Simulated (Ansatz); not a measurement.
# A run on TiO that went wrong

Intended: TiO, PBEsol, plane waves and PAW in Ansatz. The input:

```yaml
crystal:
  lattice:
    - [3.0309987015, 0.0, 0.0]
    - [-1.5154993507, 2.6249218743, 0.0]
    - [0.0, 0.0, 3.2377]
  atoms:
    - { symbol: Ti, position: [0.6666666667, 0.3333333333, 0.0] }
    - { symbol: O, position: [0.0, 0.0, 0.5] }
basis:
  ecutwfc: 420
kpoints:
  mp_grid: { grid: [18, 18, 14] }
hamiltonian:
  xc: pbesol
scf:
  occupations: { method: gaussian, width: 0.1 }
  n_extra_bands: 0
output:
  forces: true
  stress: true
  eigenvalues: true
```

Command:

```bash
ansatz run input.yaml --threads 1 --pin off --max-ram 2560MiB --backend cpu --events-out ev --progress --plain --runs-dir out
```

From the log:

```text
Error: inconsistent input (scf.n_extra_bands, scf.occupations.method): n_bands = 9 leaves no empty band above the 9 bands per channel that the deck's 18 electrons occupy, and the occupations search for the Fermi level (a smearing at a finite width, or tetrahedra): a level found among occupied bands alone can fill a metal as an insulator …
```

Problem. Why did this happen?

Solution. The fault is no empty bands beside a smearing. A smearing spreads electrons over states above the Fermi level, and these must be among the bands solved. The cure is more bands.

Fix:

```diff
 scf:
-  n_extra_bands: 0
```

The mended run converges, with a pressure of -40.40 GPa, no gap.

The mended run took 12 s on 1 thread of Intel(R) Xeon(R) Platinum 8259CL CPU @ 2.50GHz (Skylake/Cascade Lake) (shared host), peak memory 0.48 GiB.

This form isn't the usual stable structure of the compound. On the mesh the filled and empty bands stay 0.02 eV apart, little enough for the smearing to populate both, so at this level the crystal is a narrow-gap semiconductor or semimetal, not an ordinary metal.